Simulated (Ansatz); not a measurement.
# TlBr: properties at the relaxed cell

One table from this session's results is given with a row withheld; the runs are named, their logs left out.

Program: Ansatz 0.2.0. Level of theory: DFT PBE+D3(BJ), scalar-relativistic, plane waves, PAW. These are calculated values, not measurements.

1 further run of the same task is left out (set aside as unsound or not needed).

**Starting point**

It takes space group Pm-3m (No. 221, cubic). Conventional cell: a = 3.980 Å, b = 3.980 Å, c = 3.980 Å, α = 90.00°, β = 90.00°, γ = 90.00°. Tl (site symmetry m-3m) is surrounded by 8 Br at 3.45 Å. Br (site symmetry m-3m) has 8 Tl at 3.45 Å as nearest neighbours.

As a file:

```cif
data_structure
_symmetry_space_group_name_H-M 'P 1'
_symmetry_Int_Tables_number 1
_cell_length_a 3.9800
_cell_length_b 3.9800
_cell_length_c 3.9800
_cell_angle_alpha 90.000
_cell_angle_beta 90.000
_cell_angle_gamma 90.000
_cell_volume 63.04
loop_
_atom_site_label
_atom_site_type_symbol
_atom_site_fract_x
_atom_site_fract_y
_atom_site_fract_z
_atom_site_occupancy
Tl1 Tl 0.00000 0.00000 0.00000 1
Br1 Br 0.50000 0.50000 0.50000 1
```

This cell was relaxed beforehand with the same method: volume 31.52 Å³/atom, gap on the mesh 1.86 eV.

The first run:

File input.yaml:

```yaml
crystal:
  lattice:
    - [3.98, 0.0, 0.0]
    - [0.0, 3.98, 0.0]
    - [0.0, 0.0, 3.98]
  atoms:
    - { symbol: Tl, position: [0.0, 0.0, 0.0] }
    - { symbol: Br, position: [0.5, 0.5, 0.5] }
basis:
  ecutwfc: 420
kpoints:
  mp_grid: { grid: [8, 8, 8] }
  band_path:
    path:
      - [[0.0, 0.0, 0.0], [0.0, 0.5, 0.0], [0.5, 0.5, 0.0], [0.0, 0.0, 0.0], [0.5, 0.5, 0.5], [0.0, 0.5, 0.0]]
      - [[0.5, 0.5, 0.5], [0.5, 0.5, 0.0]]
    npoints: 14
hamiltonian:
  xc: pbe
  dispersion: d3bj
scf:
  occupations: { method: gaussian, width: 0.02 }
  n_extra_bands: 6
output:
  forces: true
  stress: true
  eigenvalues: true
  populations: true
  dos: { projected: true, de: 0.02, nscf_kmesh: { grid: [12, 12, 12] } }
  bader: true
  write_density: true
  write_potential: true
  elf: true
  volumetric_format: npy
```

Started as:

```
$ ansatz run input.yaml --threads 1 --pin off --max-ram 2560MiB --backend cpu --events-out ev --progress --plain --runs-dir out
```

Steps of the session up to this table: Static run: bands, density of states and charges; The cell under PBEsol; The cell under LDA; Relaxing with PBE.

One of the session's tables, all rows but one given; the rest of the session is left out.

It belongs to the step «Relaxed cells side by side». 

| functional | a (Å) | b (Å) | c (Å) | volume (Å³/atom) | gap on the mesh (eV) |
| --- | --- | --- | --- | --- | --- |
| PBE+D3(BJ) | 3.980 | 3.980 | 3.980 | 31.52 | 1.86 |
| PBEsol | 3.915 | 3.915 | 3.915 | 29.99 | 1.59 |
| LDA | 3.841 | 3.841 | 3.841 | 28.33 | 1.37 |
| PBE | ? | ? | ? | ? | ? |

**Question.** Estimate the row for PBE.

The run gave: a (Å): 4.053; b (Å): 4.053; c (Å): 4.053; volume (Å³/atom): 33.28; gap on the mesh (eV): 1.99. In the column «a (Å)» it is the highest.

To keep in mind: Warnings in the runs' records: relaxed geometry near dispersion switch.
